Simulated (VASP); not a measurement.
## MnSb: single point with PBEsol

MnSb:

```xyz
4
Lattice="4.1200 0.0000 0.0000 -2.0600 3.5680 0.0000 0.0000 0.0000 5.7950" Properties=species:S:1:pos:R:3 pbc="T T T"
Sb    0.0000    2.3787    1.4487
Sb    2.0600    1.1893    4.3462
Mn    0.0000    0.0000    0.0000
Mn    0.0000    0.0000    2.8975
```

* Program: VASP 6.6.1
* Task: single point
* Functional: PBEsol
* Potentials or basis: VASP PAW PBE potentials, release 64 (Sb, Mn_pv)
* Cutoff: 520 eV
* k mesh: 7 × 7 × 5
* Occupations: fermi-dirac, width 0.1 eV
* Spin: collinear spin, typed start
* Starting moments: [0.0, 0.0, 4.5, 4.5] μB

The pressure is -6.6 GPa. The band gap on the k mesh is none (metal or under the smearing width) and the net moment is 6.61 μB per cell. The site moments are Sb -0.12; Mn +3.34 μB and the valence electrons inside the program's atomic spheres are Sb 2.45; Mn 11.53.

Stress tensor (GPa, compression positive):
```
-6.02  0.00  0.00
 0.00 -6.02  0.00
 0.00  0.00 -7.74
```

Levels at points of the mesh, in eV from the Fermi level:
Spin up:
| k point | band 19 | band 20 | band 21 | band 22 | band 23 | band 24 |
| --- | --- | --- | --- | --- | --- | --- |
| (0.00, 0.00, 0.00) | -0.50 | 0.54 | 0.54 | 2.35 | 2.35 | 2.60 |
Spin down:
```csv
k point,band 12,band 13,band 14,band 15,band 16,band 17,band 18,band 19
"(0.00, 0.00, 0.00)",-0.89,-0.05,-0.05,0.27,0.27,0.64,0.64,1.37
```

Wall time 45 s on 1 thread of Intel(R) Xeon(R) 6975P-C (Granite Rapids) (shared host), peak memory 0.3 GiB.

Caveat: the PAW data sets were made with another functional, which shifts forces and pressure a little. Spin-orbit coupling is left out, which matters for the levels of Sb.
